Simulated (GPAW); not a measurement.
# SnTe in GPAW: the effect of functional

The system is SnTe.

```
Te Sn
1.0
     0.00000    3.15085    3.15085
     3.15085    0.00000    3.15085
     3.15085    3.15085    0.00000
Te Sn
1 1
Direct
  0.50000 0.50000 0.50000
  0.00000 0.00000 0.00000
```

Alike in all runs:

- Program: GPAW 26.7.0
- Task: dielectric tensor
- Cutoff: 400 eV
- Basis: pw
- k mesh: 6 × 6 × 6
- Occupations: fermi-dirac, width 0.001 eV
- Spin: no spin polarisation

| functional | potentials or basis | dielectric constant (mean) |
| --- | --- | --- |
| GLLB-SC | the program's PAW data sets (release 1.2.1) made for this functional | 2904.62 |
| LDA | the program's PAW data sets (release 1.2.1) made for this functional | 74.77 |
| AM05 | PAW data sets generated in the run's folder for this functional | 70.55 |
| PBEsol | PAW data sets generated in the run's folder for this functional | 68.21 |
| RPBE | the program's PAW data sets (release 1.2.1) made for this functional | ? |

Question: What does the run with functional RPBE give?

Answer: Dielectric constant 91.17 mean.

Caveats: the long-wavelength limit can be off by a per cent or two; a model potential gives levels but no total energy (some runs); response on these states lacks terms of the Hamiltonian (some runs).

Runs at the PBE level aren't shown here.
